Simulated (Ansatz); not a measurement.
GeTe (alpha-GeTe type, space group R3m)

```xyz
2
Lattice="2.1133 1.2201 3.6399 -2.1133 1.2201 3.6399 0.0000 -2.4402 3.6399" Properties=species:S:1:pos:R:3 pbc="T T T"
Ge     0.0000     0.0000     2.5578
Te     0.0000     0.0000     8.3620
```

The numbers are results of PBE (plane waves to 420 eV, PAW, scalar-relativistic; Ansatz, an electronic-structure program), not measurements. Harmonic phonons by density-functional perturbation theory on a 10×10×10 k mesh, in cm⁻¹; i marks imaginary ones, q is in fractions of the reciprocal vectors of the cell shown, and the three acoustic modes at Γ are left out. The non-analytic (LO-TO) term is not included, so polar modes at Γ have their transverse values. GeTe was relaxed with its symmetry unable to fall. Spin-orbit coupling is left out, though Te is heavy.

**Question.** Is the structure dynamically stable at Γ, L = (0.5, 0.0, 0.0), F = (0.5, 0.5, 0.0), T = (0.5, 0.5, 0.5)?

**Answer.** No imaginary mode at these points (lowest 51 cm⁻¹ at F = (0.5, 0.5, 0.0)); other wave vectors were not tested.

**Question.** List the wavenumbers at Γ, L = (0.5, 0.0, 0.0), F = (0.5, 0.5, 0.0), T = (0.5, 0.5, 0.5), with degeneracies.

**Answer.** 
```csv
q,wavenumbers (cm⁻¹)
Γ,"90 (×2), 138"
"L = (0.5, 0.0, 0.0)","73, 85, 89, 132, 133, 169"
"F = (0.5, 0.5, 0.0)","51, 55, 72, 95, 107, 128"
"T = (0.5, 0.5, 0.5)","60 (×2), 82, 141 (×2), 174"
```
